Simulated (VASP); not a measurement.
## Cu: optical spectrum with optPBE-vdW

Crystal: Cu.

```xyz
4
Lattice="3.6150 0.0000 0.0000 0.0000 3.6150 0.0000 0.0000 0.0000 3.6150" Properties=species:S:1:pos:R:3 pbc="T T T"
Cu    0.0000    0.0000    0.0000
Cu    0.0000    1.8075    1.8075
Cu    1.8075    0.0000    1.8075
Cu    1.8075    1.8075    0.0000
```

```
Program                : VASP 6.6.1
Task                   : optical spectrum
Functional             : optPBE-vdW
Potentials or basis    : VASP PAW PBE potentials, release 64 (Cu)
Cutoff                 : 520 eV
k mesh                 : 7 × 7 × 7
Occupations            : methfessel-paxton, width 0.1 eV
Spin                   : no spin polarisation
Further INCAR settings : LREAL = Auto; ALGO = VeryFast; EDIFF = 1e-07; NBANDS = 46
```

```yaml
Pressure: 3.9 GPa
Band_gap_on_the_k_mesh: none (metal or under the smearing width)
```

Levels at points of the mesh, in eV from the Fermi level:
| k point | band 19 | band 20 | band 21 | band 22 | band 23 | band 24 | band 25 | band 26 |
| --- | --- | --- | --- | --- | --- | --- | --- | --- |
| (0.00, 0.00, 0.00) | -1.31 | -1.31 | -1.31 | 1.80 | 1.80 | 1.80 | 7.34 | 7.34 |

Dielectric function (mean over the directions given):
```
energy (eV)  real part  imaginary part
       0.32       8.11            0.00
       0.95       8.77            0.00
       1.58      12.15            0.06
       2.32      11.39            0.01
       2.96       7.94            7.87
       3.69       3.79            7.31
       4.33       2.19           21.77
       4.96       1.66            0.46
       5.70      -4.28            3.67
       6.33       0.57           -0.04
       7.07      -0.25            1.29
       7.71       1.15            1.21
       8.34      -0.23            0.37
       9.08       0.43            3.16
       9.71      -0.71            0.53
      10.45       0.76            2.47
      11.08       1.06            1.48
      11.82       0.88            0.76
      12.46       0.84            0.86
      13.09       1.05            1.56
      13.83       0.54            1.60
      14.46       0.67            1.78
      15.20       0.02            1.68
      15.84       0.20            1.01
      16.47       0.31            1.83
      17.21       0.53            0.79
      17.84       0.43            0.82
      18.58       0.12            1.76
      19.21       0.19            0.79
      19.95       0.67            0.58
```

Run time: 73 s on 1 thread of Intel(R) Xeon(R) 6975P-C (Granite Rapids), with other jobs on the host, peak memory 0.36 GiB.

Caveat: spectra need much finer meshes, so this one isn't converged; independent-particle spectra lack excitons; the intraband (Drude) part of a metal's response may be missing; the PAW data sets were made with another functional, which shifts forces and pressure a little.
